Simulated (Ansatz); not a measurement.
KF: strain and displacement

```
CELL_PARAMETERS angstrom
0.00000 2.67350 2.67350
2.67350 0.00000 2.67350
2.67350 2.67350 0.00000
ATOMIC_POSITIONS crystal
K 0.00000 0.00000 0.00000
F 0.50000 0.50000 0.50000
```

Atoms are numbered in the order listed.

Conventional cell: a = 5.347 Å, b = 5.347 Å, c = 5.347 Å, α = 90.00°, β = 90.00°, γ = 90.00°. K (atom 1) is surrounded by 6 F at 2.67 Å. F (atom 2) has 6 K at 2.67 Å as nearest neighbours.

The cell is COD entry 9008652, as deposited and not checked against the literature; nothing was relaxed.

Computed with DFT, PBE, all-electron PAW with datasets made for the crystal, scalar-relativistic in Ansatz 0.2.0.

Numerical set-up: a Γ-centred 9×9×9 k mesh, Fermi–Dirac smearing of 0.01 eV, cutoff 280 eV (chosen by the program for this cell), no spin polarisation.

The unchanged cell is at 1.31 GPa.

Semilocal functionals give too small gaps.

x, y and z are the Cartesian axes of the cell as listed; fractional coordinates follow a strain, and an engineering shear is twice the off-diagonal strain component.

Vzz stands for the principal value of largest size of the field-gradient tensor, whatever its axis.

One change gave: energy change +1 meV/atom; stress change (xx, yy, zz, yz, xz, xy) 0.00, 0.00, -0.03, 0.00, 0.00, 0.53 GPa, compression positive; Vzz in 10²¹ V/m²: K1 0 → 0.40 (η = 0.93), F2 0 → -0.13 (η = 0.91); gap on the k mesh 6.17 → 6.14 eV. Which change was it?
A. xy engineering shear strain of -4 %
B. atom 1 (K) moved by (0.1200, 0.0000, 0.0000) Å
C. z strained by +1 % at fixed volume

A. For z strained by +1 % at fixed volume: energy change under 1 meV/atom; stress change (xx, yy, zz, yz, xz, xy) 0.29, 0.29, -0.53, 0.00, 0.00, 0.00 GPa, compression positive; Vzz in 10²¹ V/m²: K1 0 → 0.39 (η = 0.00), F2 0 → 0.18 (η = 0.00); gap on the k mesh 6.17 → 6.16 eV. For atom 1 (K) moved by (0.1200, 0.0000, 0.0000) Å: energy change +6 meV/atom; stress change (xx, yy, zz, yz, xz, xy) 0.71, -0.04, -0.04, 0.00, 0.00, 0.00 GPa, compression positive; change of the force on K1 (-0.202, 0.000, 0.000) eV/Å; Vzz in 10²¹ V/m²: K1 0 → -0.17 (η = 0.00), F2 0 → -0.12 (η = 0.00); gap on the k mesh 6.17 → 6.17 eV.

What force constant does this one finite step give for K1 along its displacement (all its periodic images move with it)?

k = −ΔF·u/|u|² = 1.68 eV/Å², so the force pulls the atom back.
